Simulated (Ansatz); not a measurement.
A run of Ansatz 0.2.0:

File input.yaml:

```yaml
crystal:
  lattice:
    - [1.5855, 0.9153888518, 6.1149966667]
    - [-1.5855, 0.9153888518, 6.1149966667]
    - [0.0, -1.8307777036, 6.1149966667]
  atoms:
    - { symbol: Mo, position: [0.0, 0.0, 0.0] }
    - { symbol: S, position: [0.25, 0.25, 0.25] }
    - { symbol: S, position: [0.75, 0.75, 0.75] }
hamiltonian:
  xc: pbesol
  pseudopotentials: { kind: paw }
kpoints:
  mp_grid: { grid: [10, 10, 10] }
scf:
  occupations: { method: fermi_dirac, width: 0.05 }
output:
  forces: true
  stress: true
  eigenvalues: true
relax:
  f_tol: 0.01
  max_steps: 40
  cell: { stress_tol: 0.05, p_target: 20.0 }
```

Potentials or basis: Ansatz PAW.

Run with:

```console
$ ansatz run input.yaml --threads 2 --pin off --max-ram 5632MiB --backend cpu --events-out ev --progress --plain --runs-dir out
```

Hardware: 2 threads of Intel(R) Xeon(R) Processor @ 2.50GHz (Skylake/Cascade Lake) (shared host).

Problem. Estimate the wall time of this run.

Solution. Wall time 38 s on 2 threads of Intel(R) Xeon(R) Processor @ 2.50GHz (Skylake/Cascade Lake), on a shared host, peak memory 0.45 GiB. Counts: scf iterations 42, plane waves 799, k points 116, bands 17, ion steps 7.
